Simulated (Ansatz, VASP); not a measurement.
## Ni in VASP and in Ansatz

File INCAR:

```
ALGO = Normal
EDIFF = 1E-6
ENCUT = 520
GGA = PE
ISIF = 2
ISMEAR = -1
LASPH = True
LCHARG = False
LREAL = False
LWAVE = False
NBANDS = 11
NELM = 80
PREC = Accurate
SIGMA = 0.1
```

Contents of KPOINTS:

```
k-points
0
Gamma
  25 25 25
```

File POSCAR:

```
Ni
1.0
    0.0000000000      1.7803709779      1.7803709779
    1.7803709779      0.0000000000      1.7803709779
    1.7803709779      1.7803709779      0.0000000000
Ni
1
Direct
    0.0000000000      0.0000000000      0.0000000000
```

Input for Ansatz:

```yaml
crystal:
  lattice:
    - [0.0, 1.7803709779, 1.7803709779]
    - [1.7803709779, 0.0, 1.7803709779]
    - [1.7803709779, 1.7803709779, 0.0]
  atoms:
    - { symbol: Ni, position: [0.0, 0.0, 0.0] }
hamiltonian:
  xc: pbe
  pseudopotentials:
    kind: paw
    azcp:
      Ni: "pseudopotentials/Ni.paw.azcp"
basis:
  ecutwfc: 420
  fft_grid_basis: typed
kpoints:
  mp_grid: { grid: [25, 25, 25], shift: [0, 0, 0] }
magnetization:
  spin_polarized: false
scf:
  occupations: { method: fermi_dirac, width: 0.1 }
output:
  stress: true
```

Alike in both runs: task single point; functional PBE; k mesh 25 × 25 × 25; occupations fermi-dirac, width 0.1 eV; no spin polarisation.

|  | VASP | Ansatz |
| --- | --- | --- |
| version | VASP 6.6.1 | Ansatz 0.2.0 |
| potentials or method | VASP PAW PBE potentials, release 64 (Ni) | plane waves (420 eV) with PAW, scalar-relativistic |
| plane-wave cutoff (eV) | 520 | 420 |
| valence electrons in the cell | 10 | 18 |

```tsv
	VASP	Ansatz	Ansatz less VASP
pressure (GPa)	-7.0	-7.1	-0.13
```

The two sets of potentials don't hold the same shells in valence.

Caveats: the run has no spin polarisation, though such a crystal can be magnetic. Spin polarisation is off, so any magnetic state and its effect on volume and gap are missing.
